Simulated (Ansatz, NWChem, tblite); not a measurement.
C2H4O2: which of these isomers lies lowest?

2 of its isomers, all singlets with charge 0: A = acetic acid `CC(=O)O`; B = methyl formate `COC=O`.

Shapes, held fixed at every level: PBE0-D4/def2-TZVP. Flexible molecules stand in one conformer, not always the lowest. Programs: Ansatz 0.2.0, NWChem 7.3.0, tblite 0.8.0. A level may come from different programs for different species; with the same settings they agree closely.

A:

```xyz
8

C    -0.0145    0.9301   -0.2388
C     0.2925   -0.4744    0.1724
O     1.3733   -0.9009    0.4724
O    -0.8124   -1.2439    0.1718
H    -0.4534    0.9345   -1.2383
H    -0.7518    1.3610    0.4411
H     0.8970    1.5214   -0.2270
H    -0.5307   -2.1279    0.4462
```

B:

```xyz
8

C     0.0125    1.0140   -0.1137
O     0.0657   -0.0917    0.7876
C     0.0165   -1.2918    0.2167
O    -0.0662   -1.5047   -0.9572
H    -0.9165    0.9961   -0.6849
H     0.0625    1.9054    0.5066
H     0.8539    0.9817   -0.8069
H     0.0640   -2.0661    0.9961
```

Enthalpies at 298 K in kJ/mol, with harmonic thermal terms from PBE0-D4/def2-TZVP. Measured gas-phase heats of formation: A CRC Handbook of Chemistry and Physics; B Active Thermochemical Tables.

| level | kind | B − A |
| --- | --- | --- |
| GFN2-xTB | semi-empirical | +43.3 |
| SPW92/def2-TZVPP | LDA | +75.5 |
| PBE/6-311+G** | GGA | +72.4 |
| PBE0/def2-SVP | global hybrid | +72.0 |
| BHLYP-D4/def2-TZVPP | global hybrid | +70.5 |
| CAM-B3LYP/6-311+G** | range-separated hybrid | +70.8 |
| B2PLYP/def2-TZVPP | double hybrid | +68.9 |
| CCSD(T)/def2-SVP | coupled cluster or CI | +67.2 |
| CCSD(T)/CBS estimate | coupled cluster or CI | +72.1 |
| measured | experiment | +74.4 |

Experiment puts A lowest of these. All levels agree on that. Absolute errors: SPW92/def2-TZVPP 1.1; PBE/6-311+G** 2.0; CCSD(T)/CBS estimate 2.3; PBE0/def2-SVP 2.4; CAM-B3LYP/6-311+G** 3.6; BHLYP-D4/def2-TZVPP 3.9; B2PLYP/def2-TZVPP 5.5; CCSD(T)/def2-SVP 7.2; GFN2-xTB 31.1 kJ/mol. The CBS estimate extrapolates MP2 from def2-TZVPP and def2-QZVPP and adds CCSD(T) − MP2 in the triple-zeta set, cores frozen.
